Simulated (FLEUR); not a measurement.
# CdO (Monteponite) (Fm-3m) in FLEUR: a series of runs

One crystal, CdO (Monteponite), is run at these levels: BLYP; tasks: band structure, equation of state.

Program: FLEUR MaX-R8.1 (later development tree). These are calculated values, not measurements. Logs are shortened: lines on timing, memory, paths and dates and some standing lists are left out, and cuts for length are marked.

## 1. The crystal as given

It takes space group Fm-3m (No. 225, cubic). The conventional cell has a = 4.699 Å, b = 4.699 Å, c = 4.699 Å, α = 90.00°, β = 90.00°, γ = 90.00°. Cd (site symmetry m-3m) is surrounded by 6 O at 2.35 Å. O (site symmetry m-3m) is surrounded by 6 Cd at 2.35 Å.

## 2. Band structure, BLYP

The input, inp.xml:

```xml
<?xml version="1.0" encoding="UTF-8" standalone="no"?>
<fleurInput fleurInputVersion="0.39">
   <comment>
      CdO                                                                                                 
   </comment>
   <calculationSetup>
      <cutoffs Kmax="4.44" Gmax="13.8" GmaxXC="13.8" numbands="0"/>
      <scfLoop itmax="60" minDistance="0.00001" maxIterBroyd="15" imix="Anderson" alpha="0.05" precondParam="0.0" spinf="2.0" sdNocoIR="T"/>
      <coreElectrons ctail="T" frcor="F" kcrel="0" coretail_lmax="0"/>
      <xcFunctional name="LibXC" relativisticCorrections="F">
         <LibXCName exchange="gga_x_b88" correlation="gga_c_lyp"/>
      </xcFunctional>
      <magnetism jspins="1"/>
      <soc l_soc="F" theta="0.0" phi="0.0" spav="F"/>
      <expertModes spex="0" secvar="F"/>
      <geometryOptimization l_f="F" forcealpha="1.0" forcemix="BFGS" epsdisp="0.00001" epsforce="0.00001"/>
      <ldaU l_linMix="F" mixParam="0.05" spinf="1.0"/>
   </calculationSetup>
   <cell>
      <bzIntegration valenceElectrons="26.0" mode="hist" fermiSmearingEnergy="0.00183747">
         <kPointListSelection listName="default-1"/>
         <!-- k-points included here -->
         <xi:include xmlns:xi="http://www.w3.org/2001/XInclude" href="kpts.xml"> </xi:include>
[... 31 lines left out ...]
            <valenceConfig>(2s1/2) (2p1/2) (2p3/2)</valenceConfig>
            <stateOccupation state="(2p1/2)" spinUp="0.666667" spinDown="0.666667"/>
            <stateOccupation state="(2p3/2)" spinUp="1.333333" spinDown="1.333333"/>
         </electronConfig>
         <energyParameters s="2" p="2" d="3" f="4"/>
         <lo type="SCLO" l="0" n="2" eDeriv="2"/>
         <lo type="SCLO" l="1" n="2" eDeriv="2"/>
         <lo type="SCLO" l="2" n="3" eDeriv="2"/>
      </species>
   </atomSpecies>
   <atomGroups>
      <atomGroup species="Cadmium (Cd)">
         <relPos label="                   1">.0000000000 .0000000000 .0000000000</relPos>
         <force calculate="T" relaxXYZ="TTT"/>
      </atomGroup>
      <atomGroup species="Oxygen (O)">
         <relPos label="                   2">1.000/2.000 1.000/2.000 1.000/2.000</relPos>
         <force calculate="T" relaxXYZ="TTT"/>
      </atomGroup>
   </atomGroups>
   <output dos="F" band="F" slice="F">
      <checks vchk="F" cdinf="F"/>
      <bandDOS minEnergy="-.5*Htr" maxEnergy="0.5*Htr" sigma="0.015" storeEVData="T"/>
      <vacuumDOS vacdos="F" integ="F" star="F" nstars="0" locx1="0.0" locy1="0.0" locx2="0.0" locy2="0.0" nstm="0" tworkf="0.0"/>
      <unfoldingBand unfoldBand="F" supercellX="1" supercellY="1" supercellZ="1"/>
      <plotting iplot="0" polar="F">
         <plot TwoD="T" vec1="  1.0  0.0  0.0" vec2="  0.0  1.0  0.0" vec3="  0.0  0.0  1.0" zero="  0.0  0.0  0.0" file="plot"/>
      </plotting>
      <chargeDensitySlicing numkpt="0" minEigenval="0.0" maxEigenval="0.0" nnne="0" pallst="F"/>
      <specialOutput eonly="F"/>
      <moessbauerParams electricFieldGradient="T" isomerShift="T" coreHyperfine="T" valenceHyperfine="T"/>
      <magneticCircularDichroism mcd="F" energyLo="-10.0" energyUp="0.0"/>
   </output>
  <!-- We include the file relax.xml here to enable relaxations (see documentation) -->
  <xi:include xmlns:xi="http://www.w3.org/2001/XInclude" href="relax.xml"> <xi:fallback/> </xi:include>
</fleurInput>
```

The input, crystal.txt:

```
CdO
&input cartesian=F /
0.0000000000  2.3495000000  2.3495000000
2.3495000000  0.0000000000  2.3495000000
2.3495000000  2.3495000000  0.0000000000
1.8897261246
1.0 1.0 1.0

2
48 0.0000000000  0.0000000000  0.0000000000
8 0.5000000000  0.5000000000  0.5000000000

&kpt div1=10 div2=10 div3=10 gamma=T /
```

The input, inp.xml (bands):

```
<?xml version="1.0" encoding="UTF-8" standalone="no"?>
<fleurInput fleurInputVersion="0.39">
   <comment>
      CdO                                                                                                 
   </comment>
   <calculationSetup>
      <cutoffs Kmax="4.44" Gmax="13.8" GmaxXC="13.8" numbands="0"/>
      <scfLoop itmax="60" minDistance="0.00001" maxIterBroyd="15" imix="Anderson" alpha="0.05" precondParam="0.0" spinf="2.0" sdNocoIR="T"/>
      <coreElectrons ctail="T" frcor="F" kcrel="0" coretail_lmax="0"/>
      <xcFunctional name="LibXC" relativisticCorrections="F">
         <LibXCName exchange="gga_x_b88" correlation="gga_c_lyp"/>
      </xcFunctional>
      <magnetism jspins="1"/>
      <soc l_soc="F" theta="0.0" phi="0.0" spav="F"/>
      <expertModes spex="0" secvar="F"/>
      <geometryOptimization l_f="F" forcealpha="1.0" forcemix="BFGS" epsdisp="0.00001" epsforce="0.00001"/>
      <ldaU l_linMix="F" mixParam="0.05" spinf="1.0"/>
   </calculationSetup>
   <cell>
      <bzIntegration valenceElectrons="26.0" mode="hist" fermiSmearingEnergy="0.00183747">
         <kPointListSelection listName="path-1"/>
         <!-- k-points included here -->
         <xi:include xmlns:xi="http://www.w3.org/2001/XInclude" href="kpts.xml"> </xi:include>
[... 30 lines left out ...]
            <coreConfig>(1s1/2)</coreConfig>
            <valenceConfig>(2s1/2) (2p1/2) (2p3/2)</valenceConfig>
            <stateOccupation state="(2p1/2)" spinUp="0.666667" spinDown="0.666667"/>
            <stateOccupation state="(2p3/2)" spinUp="1.333333" spinDown="1.333333"/>
         </electronConfig>
         <energyParameters s="2" p="2" d="3" f="4"/>
         <lo type="SCLO" l="0" n="2" eDeriv="2"/>
         <lo type="SCLO" l="1" n="2" eDeriv="2"/>
         <lo type="SCLO" l="2" n="3" eDeriv="2"/>
      </species>
   </atomSpecies>
   <atomGroups>
      <atomGroup species="Cadmium (Cd)">
         <relPos label="                   1">.0000000000 .0000000000 .0000000000</relPos>
         <force calculate="T" relaxXYZ="TTT"/>
      </atomGroup>
      <atomGroup species="Oxygen (O)">
         <relPos label="                   2">1.000/2.000 1.000/2.000 1.000/2.000</relPos>
         <force calculate="T" relaxXYZ="TTT"/>
      </atomGroup>
   </atomGroups>
   <output dos="F" band="T" slice="F">
      <checks vchk="F" cdinf="F"/>
      <bandDOS minEnergy="-.5*Htr" maxEnergy="0.5*Htr" sigma="0.015" storeEVData="T"/>
      <vacuumDOS vacdos="F" integ="F" star="F" nstars="0" locx1="0.0" locy1="0.0" locx2="0.0" locy2="0.0" nstm="0" tworkf="0.0"/>
      <unfoldingBand unfoldBand="F" supercellX="1" supercellY="1" supercellZ="1"/>
      <plotting iplot="0" polar="F">
         <plot TwoD="T" vec1="  1.0  0.0  0.0" vec2="  0.0  1.0  0.0" vec3="  0.0  0.0  1.0" zero="  0.0  0.0  0.0" file="plot"/>
      </plotting>
      <chargeDensitySlicing numkpt="0" minEigenval="0.0" maxEigenval="0.0" nnne="0" pallst="F"/>
      <specialOutput eonly="F"/>
      <moessbauerParams electricFieldGradient="T" isomerShift="T" coreHyperfine="T" valenceHyperfine="T"/>
      <magneticCircularDichroism mcd="F" energyLo="-10.0" energyUp="0.0"/>
   </output>
  <!-- We include the file relax.xml here to enable relaxations (see documentation) -->
  <xi:include xmlns:xi="http://www.w3.org/2001/XInclude" href="relax.xml"> <xi:fallback/> </xi:include>
</fleurInput>
```

Potentials or basis: all-electron, FLAPW.

On the command line:

```sh
$ inpgen -f crystal.txt -profile fastHighL
$ # inp.xml edited to the form shown
$ fleur_MPI
$ fleur_MPI   # second run, on inp.xml (bands)
```

The program printed:

```text
Welcome to FLEUR        (www.flapw.de)
      MaX-Release 8.1          (www.max-centre.eu)
 func_ids         131         106         131         106
The functional 'Becke 88' is an exchange functional, it belongs to the 'GGA' family and is defined in the reference(s):
[1] A. D. Becke.,  Phys. Rev. A 38, 3098 (1988)
The functional 'Lee, Yang & Parr' is a correlation functional, it belongs to the 'GGA' family and is defined in the reference(s):
[1] C. Lee, W. Yang, and R. G. Parr.,  Phys. Rev. B 37, 785 (1988)
[2] B. Miehlich, A. Savin, H. Stoll, and H. Preuss.,  Chem. Phys. Lett. 157, 200 (1989)
 Using same functional for VXC and EXC

 ========== k-point set info ==========
 Selected k-point list: default-1
 k-point list type: mesh
 10 x 10 x 10
 Number of k points: 47

 ------------Calculation Setup---------------------------
 Number of MPI-tasks      :            1
 Number of PE/node        :            1
 Number of OMP-threads    :            1
 Most efficient MPI parallelization for:
           1          47
 Additional eigenvalue parallelization possible
 Number of basis functions:          344
 Approximate size of matrices (H+S) per k-point:         0.002 GB
 --------------------------------------------------------
 Iteration:     1   Distance:      36.28042783 me/bohr^3
 Iteration:     2   Distance:      31.83464243 me/bohr^3
 Iteration:     3   Distance:      16.87685277 me/bohr^3
 Iteration:     4   Distance:      12.43215894 me/bohr^3
 Iteration:     5   Distance:       3.45727977 me/bohr^3
 Iteration:     6   Distance:       0.70880589 me/bohr^3
 Iteration:     7   Distance:       0.43230656 me/bohr^3
 Iteration:     8   Distance:       0.06717823 me/bohr^3
 Iteration:     9   Distance:       0.05520079 me/bohr^3
 Iteration:    10   Distance:       0.00840881 me/bohr^3
 Iteration:    11   Distance:       0.00304618 me/bohr^3
 Iteration:    12   Distance:       0.00090235 me/bohr^3
 Iteration:    13   Distance:       0.00033438 me/bohr^3
 Iteration:    14   Distance:       0.00006026 me/bohr^3
 Iteration:    15   Distance:       0.00000427 me/bohr^3

 ********************************************************************
 Run finished successfully
 Stop message:
   all done
 ********************************************************************
```

It took 27 s on 1 thread of Arm Neoverse V1, shared host; peak memory 0.07 GiB.

Results:

| Item | Value |
| --- | --- |
| Free energy | -154341.0054 eV |
| Band gap along the path | none (metal or under the smearing width) |
| Valence electrons inside the program's atomic spheres | Cd 18.39; O 5.16 (radii Cd 2.49, O 1.62 bohr) |

Levels at the corners of the path, in eV from the Fermi level:
```tsv
point	band 10	band 11	band 12	band 13	band 14	band 15	band 16	band 17
Γ	-6.60	-1.50	-1.50	-1.50	-0.43	14.93	17.16	17.16
X	-5.90	-4.36	-2.43	-2.43	3.67	8.56	11.54	13.19
W	-6.00	-3.08	-3.08	-2.02	5.77	9.00	9.00	10.69
K	-6.19	-3.47	-3.00	-1.39	5.22	8.68	8.69	12.80
Γ	-6.60	-1.50	-1.50	-1.50	-0.43	14.93	17.16	17.16
L	-6.36	-3.95	-0.15	-0.15	4.56	7.14	11.79	11.79
U	-6.19	-3.47	-3.00	-1.39	5.22	8.68	8.69	12.80
W	-6.00	-3.08	-3.08	-2.02	5.77	9.00	9.00	10.69
L	-6.36	-3.95	-0.15	-0.15	4.56	7.14	11.79	11.79
K	-6.19	-3.47	-3.00	-1.39	5.22	8.68	8.69	12.80
U	-6.19	-3.47	-3.00	-1.39	5.22	8.68	8.69	12.80
X	-5.90	-4.36	-2.43	-2.43	3.67	8.56	11.54	13.19
```

Core levels (eV from the Fermi level):
| atom | levels |
| --- | --- |
| 1 Cd | 1s1/2 -26509.0, 2s1/2 -3930.0, 2p1/2 -3658.6, 2p3/2 -3466.0, 3s1/2 -727.9, 3p1/2 -619.1, 3p3/2 -584.8, 3d3/2 -392.2, 3d5/2 -385.2 |
| 2 O | 1s1/2 -505.3 |

Caveat: this crystal is a semiconductor, whose small gap the functional closes, so the metal is an error of the method.

## 3. Equation of state, BLYP, 12.97 Å³/atom

Changes to inp.xml since step 2:

```diff
@@ -6,3 +6,3 @@
    <calculationSetup>
-      <cutoffs Kmax="4.44" Gmax="13.8" GmaxXC="13.8" numbands="0"/>
+      <cutoffs Kmax="4.59" Gmax="14.2" GmaxXC="14.2" numbands="0"/>
       <scfLoop itmax="60" minDistance="0.00001" maxIterBroyd="15" imix="Anderson" alpha="0.05" precondParam="0.0" spinf="2.0" sdNocoIR="T"/>
@@ -26,3 +26,3 @@
       <xi:include xmlns:xi="http://www.w3.org/2001/XInclude" href="sym.xml"> </xi:include>
-      <bulkLattice scale="1.0">
+      <bulkLattice scale="1.0000000000">
          <bravaisMatrix>
@@ -36,3 +36,3 @@
       <species name="Cadmium (Cd)" element="Cd" atomicNumber="48">
-         <mtSphere radius="2.49" gridPoints="823" logIncrement="0.016"/>
+         <mtSphere radius="2.42" gridPoints="823" logIncrement="0.016"/>
          <atomicCutoffs lmax="10" lnonsphr="8"/>
@@ -50,3 +50,3 @@
       <species name="Oxygen (O)" element="O" atomicNumber="8">
-         <mtSphere radius="1.62" gridPoints="537" logIncrement="0.02"/>
+         <mtSphere radius="1.57" gridPoints="537" logIncrement="0.02"/>
          <atomicCutoffs lmax="8" lnonsphr="6"/>
```

Potentials or basis: all-electron, FLAPW.

On the command line:

```sh
$ inpgen -f crystal.txt -profile fastHighL
$ # inp.xml edited to the form shown
$ fleur_MPI
```

The program printed:

```text
Welcome to FLEUR        (www.flapw.de)
      MaX-Release 8.1          (www.max-centre.eu)
 func_ids         131         106         131         106
The functional 'Becke 88' is an exchange functional, it belongs to the 'GGA' family and is defined in the reference(s):
[1] A. D. Becke.,  Phys. Rev. A 38, 3098 (1988)
The functional 'Lee, Yang & Parr' is a correlation functional, it belongs to the 'GGA' family and is defined in the reference(s):
[1] C. Lee, W. Yang, and R. G. Parr.,  Phys. Rev. B 37, 785 (1988)
[2] B. Miehlich, A. Savin, H. Stoll, and H. Preuss.,  Chem. Phys. Lett. 157, 200 (1989)
 Using same functional for VXC and EXC

 ========== k-point set info ==========
 Selected k-point list: default-1
 k-point list type: mesh
 10 x 10 x 10
 Number of k points: 47

 ------------Calculation Setup---------------------------
 Number of MPI-tasks      :            1
 Number of PE/node        :            1
 Number of OMP-threads    :            1
 Most efficient MPI parallelization for:
           1          47
 Additional eigenvalue parallelization possible
 Number of basis functions:          372
 Approximate size of matrices (H+S) per k-point:         0.002 GB
 --------------------------------------------------------
 Iteration:     1   Distance:      36.21972532 me/bohr^3
 Iteration:     2   Distance:      31.77867061 me/bohr^3
 Iteration:     3   Distance:      16.84330450 me/bohr^3
 Iteration:     4   Distance:      12.42229341 me/bohr^3
 Iteration:     5   Distance:       3.44149742 me/bohr^3
 Iteration:     6   Distance:       1.00918752 me/bohr^3
 Iteration:     7   Distance:       0.39929677 me/bohr^3
 Iteration:     8   Distance:       0.10181578 me/bohr^3
 Iteration:     9   Distance:       0.08731718 me/bohr^3
 Iteration:    10   Distance:       0.00906696 me/bohr^3
 Iteration:    11   Distance:       0.01090023 me/bohr^3
 Iteration:    12   Distance:       0.00060110 me/bohr^3
 Iteration:    13   Distance:       0.00004709 me/bohr^3
 Iteration:    14   Distance:       0.00004518 me/bohr^3
 Iteration:    15   Distance:       0.00000292 me/bohr^3

 ********************************************************************
 Run finished successfully
 Stop message:
   all done
 ********************************************************************
```

Run time: 28 s. Hardware: 1 thread of Arm Neoverse V1, shared host; peak memory 0.08 GiB.

What came out:

```
Free energy                                           : -154341.0048 eV
Band gap on the k mesh                                : none (metal or under the smearing width)
Valence electrons inside the program's atomic spheres : Cd 18.23; O 5.01 (radii Cd 2.42, O 1.57 bohr)
```

## 4. Equation of state, BLYP, 13.49 Å³/atom (volume scaled by 1.04)

Changes to inp.xml since step 3:

```diff
@@ -26,3 +26,3 @@
       <xi:include xmlns:xi="http://www.w3.org/2001/XInclude" href="sym.xml"> </xi:include>
-      <bulkLattice scale="1.0000000000">
+      <bulkLattice scale="1.0131594038">
          <bravaisMatrix>
```

On the command line:

```sh
$ inpgen -f crystal.txt -profile fastHighL
$ # inp.xml edited to the form shown
$ fleur_MPI
```

Run time: 29 s. Hardware: 1 thread of Arm Neoverse V1, shared host; peak memory 0.09 GiB.

Results (log left out):

- Free energy: -154341.0601 eV
- Band gap on the k mesh: none (metal or under the smearing width)
- Valence electrons inside the program's atomic spheres: Cd 18.20; O 4.99 (radii Cd 2.42, O 1.57 bohr)

## 5. Equation of state, BLYP, 13.75 Å³/atom (volume scaled by 1.06)

Changes to inp.xml since step 4:

```diff
@@ -26,3 +26,3 @@
       <xi:include xmlns:xi="http://www.w3.org/2001/XInclude" href="sym.xml"> </xi:include>
-      <bulkLattice scale="1.0131594038">
+      <bulkLattice scale="1.0196128224">
          <bravaisMatrix>
```

On the command line:

```sh
$ inpgen -f crystal.txt -profile fastHighL
$ # inp.xml edited to the form shown
$ fleur_MPI
```

It took 33 s on 1 thread of Arm Neoverse V1, shared host; peak memory 0.09 GiB.

Results (log left out):

```yaml
Free_energy: -154341.0738 eV
Band_gap_on_the_k_mesh: none (metal or under the smearing width)
Valence_electrons_inside_the_program's_atomic_spheres: Cd 18.18; O 4.98 (radii Cd 2.42, O 1.57 bohr)
```
